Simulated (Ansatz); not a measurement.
Molecular dynamics on a 2×2×3 supercell (24 atoms) of LiH (rocksalt), relaxed with r2SCAN. Forces come from PBEsol in the PAW code Ansatz: Langevin thermostat and barostat (NPT), 450 K, steps of 1 fs. Spin polarisation is off, nuclei are classical, and the run is far too short for thermal averages.

```yaml
crystal:
  lattice:
    - [0.0, 4.0059896822, 4.0059896822]
    - [4.0059896822, 0.0, 4.0059896822]
    - [6.0089845233, 6.0089845233, 0.0]
  atoms:
    - { symbol: Li, position: [0.0, 0.0, 0.0] }
    - { symbol: H, position: [0.25, 0.25, 0.1666666667] }
    - { symbol: Li, position: [0.0, 0.0, 0.3333333333] }
    - { symbol: H, position: [0.25, 0.25, 0.5] }
    - { symbol: Li, position: [0.0, 0.0, 0.6666666667] }
    - { symbol: H, position: [0.25, 0.25, 0.8333333333] }
    - { symbol: Li, position: [0.0, 0.5, 0.0] }
    - { symbol: H, position: [0.25, 0.75, 0.1666666667] }
    - { symbol: Li, position: [0.0, 0.5, 0.3333333333] }
    - { symbol: H, position: [0.25, 0.75, 0.5] }
    - { symbol: Li, position: [0.0, 0.5, 0.6666666667] }
    - { symbol: H, position: [0.25, 0.75, 0.8333333333] }
    - { symbol: Li, position: [0.5, 0.0, 0.0] }
    - { symbol: H, position: [0.75, 0.25, 0.1666666667] }
    - { symbol: Li, position: [0.5, 0.0, 0.3333333333] }
    - { symbol: H, position: [0.75, 0.25, 0.5] }
    - { symbol: Li, position: [0.5, 0.0, 0.6666666667] }
    - { symbol: H, position: [0.75, 0.25, 0.8333333333] }
    - { symbol: Li, position: [0.5, 0.5, 0.0] }
    - { symbol: H, position: [0.75, 0.75, 0.1666666667] }
    - { symbol: Li, position: [0.5, 0.5, 0.3333333333] }
    - { symbol: H, position: [0.75, 0.75, 0.5] }
    - { symbol: Li, position: [0.5, 0.5, 0.6666666667] }
    - { symbol: H, position: [0.75, 0.75, 0.8333333333] }
kpoints:
  mp_grid: { grid: [4, 4, 2] }
hamiltonian:
  xc: pbesol
scf:
  occupations: { method: fermi_dirac, width: 0.039 }
md:
  ensemble: npt_langevin
  temperature: 450
  timestep: 1.0
  n_steps: 40
  initial_velocities: maxwell_boltzmann
  seed: 9926
```

Command: `ansatz run input.yaml --threads 4 --pin off --max-ram 3686MiB --backend cpu --events-out ev --progress --plain --runs-dir out`. It took 2.8 min on 4 threads of Arm Neoverse N1, on a shared host; peak host memory 0.66 GiB.

```tsv
step	t (fs)	T (K)	free energy F from step 0 (meV/atom)	kinetic energy (meV/atom)	pressure (GPa)	volume (Å³/atom)	largest force (eV/Å)
0	0	431	0.0	55.7	0.05	8.04	0.00
1	1	430	1.0	55.6	0.06	8.04	0.13
2	2	413	3.8	53.4	0.09	8.04	0.25
3	3	374	8.2	48.4	0.11	8.04	0.38
4	4	346	13.8	44.8	0.17	8.05	0.51
5	5	289	20.1	37.3	0.19	8.05	0.63
6	6	225	26.2	29.1	0.20	8.06	0.74
7	7	191	31.5	24.7	0.23	8.07	0.82
8	8	169	35.6	21.9	0.26	8.07	0.89
9	9	148	38.2	19.2	0.25	8.08	0.92
10	10	134	39.2	17.3	0.22	8.09	0.93
11	11	143	38.6	18.4	0.20	8.10	0.96
12	12	179	36.5	23.1	0.20	8.10	0.97
13	13	204	33.6	26.3	0.17	8.11	0.96
14	14	223	30.4	28.8	0.12	8.11	0.93
15	15	254	27.7	32.8	0.10	8.12	0.90
16	16	260	26.1	33.6	0.05	8.12	0.87
17	17	266	25.7	34.4	0.03	8.13	0.85
18	18	261	26.5	33.7	0.02	8.14	0.81
19	19	252	28.2	32.6	0.03	8.15	0.78
20	20	260	30.9	33.6	0.07	8.15	0.74
21	21	238	34.4	30.8	0.09	8.16	0.74
22	22	221	38.2	28.5	0.12	8.17	0.79
23	23	204	41.8	26.4	0.14	8.18	0.86
24	24	184	44.8	23.8	0.13	8.18	0.92
25	25	187	46.9	24.1	0.14	8.19	0.96
26	26	170	47.8	22.0	0.09	8.20	0.98
27	27	164	47.3	21.2	0.02	8.21	0.98
28	28	174	45.9	22.5	-0.04	8.22	0.96
29	29	189	43.3	24.4	-0.10	8.23	0.92
30	30	219	39.9	28.3	-0.15	8.23	0.87
31	31	238	36.3	30.8	-0.23	8.24	0.82
32	32	240	32.9	31.0	-0.33	8.25	0.76
33	33	263	29.5	34.0	-0.39	8.25	0.70
34	34	309	26.6	39.9	-0.39	8.26	0.65
35	35	316	24.2	40.8	-0.44	8.26	0.61
36	36	337	22.5	43.5	-0.43	8.26	0.58
37	37	358	21.7	46.3	-0.40	8.26	0.57
38	38	362	21.6	46.7	-0.37	8.26	0.57
39	39	361	22.2	46.7	-0.34	8.26	0.60
40	40	385	23.4	49.7	-0.25	8.26	0.63
```

The temperature starts at 431 K, is lowest at step 10 (134 K, 10 fs) and ends at 385 K. The atoms start on their lattice sites with kinetic energy alone, so much of it first passes into potential energy.

Positions (Å) and forces (eV/Å) at step 40:
```
cell (Å): 0.000 4.043 4.043; 4.043 0.000 4.043; 6.064 6.064 0.000
Li  -0.021   0.096  -0.048     0.295  -0.179   0.383
H    2.062   2.170   2.044     0.044  -0.264   0.049
Li   2.000   2.054   0.047     0.068   0.177  -0.050
H    4.030   4.172   2.020     0.060   0.020   0.161
Li   4.079   4.012   0.060    -0.068   0.260  -0.068
H    6.165   6.096   2.005     0.019   0.147   0.163
Li   2.081   0.064   2.032    -0.049  -0.123   0.010
H    4.099   2.133   4.149     0.121  -0.097  -0.188
Li   4.056   2.137   2.119     0.109   0.152  -0.110
H    6.122   4.213   4.199    -0.063  -0.114  -0.348
Li   5.996   4.187   2.027     0.156  -0.106   0.059
H    8.314   6.269   4.132    -0.533  -0.193  -0.279
Li  -0.031   2.056   2.117     0.212   0.013  -0.117
H    2.248   4.060   4.062    -0.371   0.251   0.069
Li   1.993   4.075   1.994     0.205   0.152   0.229
H    4.161   6.215   4.157    -0.258  -0.230  -0.120
Li   3.969   6.165   1.930     0.128   0.002   0.202
H    6.004   8.142   4.201     0.264   0.086  -0.390
Li   2.197   2.085   4.009    -0.248   0.180   0.261
H    4.086   4.017   6.204     0.004   0.308  -0.239
Li   4.094   4.313   4.163     0.066  -0.374  -0.204
H    6.005   6.270   5.998     0.201  -0.232   0.333
Li   6.103   6.205   4.011    -0.016  -0.076   0.173
H    8.251   8.065   6.119    -0.344   0.241   0.023
```
